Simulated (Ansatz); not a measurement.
## TiC: energy along a strain

TiC, Fm-3m, a = 4.328 Å (as given, not relaxed at this level: 0.9 GPa). Ansatz: PBE, PAW, 420 eV, Γ-centred 18×18×18 mesh on 2 atoms, Gaussian smearing 0.15 eV; no spin polarisation. Cell vectors (Å): 0.000 2.164 2.164; 2.164 0.000 2.164; 2.164 2.164 0.000. The cell is strained by x per cent times the pattern (0 0 1 0 0 0) in the order xx yy zz yz xz xy (engineering shears), with fractional coordinates held. y is the free energy over the start, V0 = 10.134 Å³/atom. Points with a strain past 8.5 % were computed too (3) and aren't used here.

| x (%) | y (meV/atom) |
| --- | --- |
| -7.50 | ? |
| -5.00 | 52.12 |
| -2.50 | 12.61 |
| 0.00 | 0.00 |
| 2.50 | 7.93 |
| 5.00 | 31.20 |
| 7.50 | 65.67 |

Task: Fit y = c1 x + c2 x² + c3 x³ to the other rows, get the stiffness along the pattern, and predict the missing energy.

Result: Least squares on the rows shown. y = −0.68281 x + 1.6689 x² − 0.054926 x³. The clamped-ion stiffness p·C·p = 2 × 16.69 eV × 160.2 / 10.134 Å³ = 528 GPa, which is C33 in these axes (C11 of the cubic crystal) (second derivative at the start, which stands under stress). At x = -7.50 the fit asked for gives 122.17 meV/atom. The run gave 126.29 meV/atom, so the fit is 4.12 meV/atom too low, 3.3 % of the span of the series, against an rms of 0.22 meV/atom on the fitted rows. The row lies outside the fitted range. With a term in x⁴ added, a fit to the same known rows predicts 125.98 meV/atom, so most of the miss is curvature that the known rows already hold.